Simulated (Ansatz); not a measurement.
# Relaxing SiNi2

Computed with DFT r2SCAN, scalar-relativistic, plane waves, PAW in Ansatz. Run with 500 eV cutoff, 12×12×8 k-mesh, Gaussian smearing of 0.10 eV, no spin polarisation.

What was changed: biaxial strain in the a-b plane, c and atoms relaxed: +4.0 %.

Command:

```bash
ansatz run input.yaml --threads 1 --pin off --max-ram 2560MiB --backend cpu --events-out ev --progress --plain --runs-dir out
```

Input:

```yaml
crystal:
  lattice:
    - [4.0243273234, 0.0, 0.0]
    - [-2.0121636617, 3.4851696952, 0.0]
    - [0.0, 0.0, 4.8085676682]
  atoms:
    - { symbol: Si, position: [0.3333333333, 0.6666666667, 0.75] }
    - { symbol: Si, position: [0.6666666667, 0.3333333333, 0.25] }
    - { symbol: Ni, position: [0.0, 0.0, 0.0] }
    - { symbol: Ni, position: [0.0, 0.0, 0.5] }
    - { symbol: Ni, position: [0.3333333333, 0.6666666667, 0.25] }
    - { symbol: Ni, position: [0.6666666667, 0.3333333333, 0.75] }
basis:
  ecutwfc: 500
kpoints:
  mp_grid: { grid: [12, 12, 8] }
hamiltonian:
  xc: r2scan
scf:
  occupations: { method: gaussian, width: 0.1 }
output:
  forces: true
  stress: true
  eigenvalues: true
  write_density: true
  write_potential: true
  elf: true
  volumetric_format: npy
relax:
  adjacent_minimum: "off"
  f_tol: 0.008
  max_steps: 40
  cell: { stress_tol: 0.015, fix: [a, b, gamma] }
```

F is the free energy. Steps run on the plane waves of an earlier cell, but the last one, and at times one on the way, on a freshly chosen basis, so a repeated geometry can differ a little in energy. The held parts of the cell keep their stress, so P needn't end at zero.

Steps:

```tsv
step	F − F(1) (eV)	largest force component (eV/Å)	V (Å³/atom)	P (GPa)
1	0.0000	0.000	11.240	-11.24
2	-0.0003	0.000	11.253	-11.44
3	-0.0003	0.000	11.266	-11.67
4	-0.0005	0.000	11.266	-11.67
```

Relaxed structure:

```
CELL_PARAMETERS angstrom
4.02433 0.00000 0.00000
-2.01216 3.48517 0.00000
0.00000 0.00000 4.81967
ATOMIC_POSITIONS crystal
Si 0.33333 0.66667 0.75000
Si 0.66667 0.33333 0.25000
Ni 0.00000 0.00000 0.00000
Ni 0.00000 0.00000 0.50000
Ni 0.33333 0.66667 0.25000
Ni 0.66667 0.33333 0.75000
```

The structure is hexagonal, space group P6_3/mmc (No. 194). Conventional cell: a = 4.024 Å, b = 4.024 Å, c = 4.820 Å, α = 90.00°, β = 90.00°, γ = 120.00°. Si (site symmetry -6m2) is surrounded by 11 Ni at 2.32 to 2.62 Å. Ni (site symmetry -3m) has 8 Ni at 2.41 to 2.62 Å and 6 Si at 2.62 Å as nearest neighbours. Ni (site symmetry -6m2) has 5 Si at 2.32 to 2.41 Å and 6 Ni at 2.62 Å as nearest neighbours.

The run converged. The run took 2.2 min on 1 thread of Intel(R) Xeon(R) Platinum 8488C (Sapphire Rapids), with other jobs on the host, peak memory 0.76 GiB.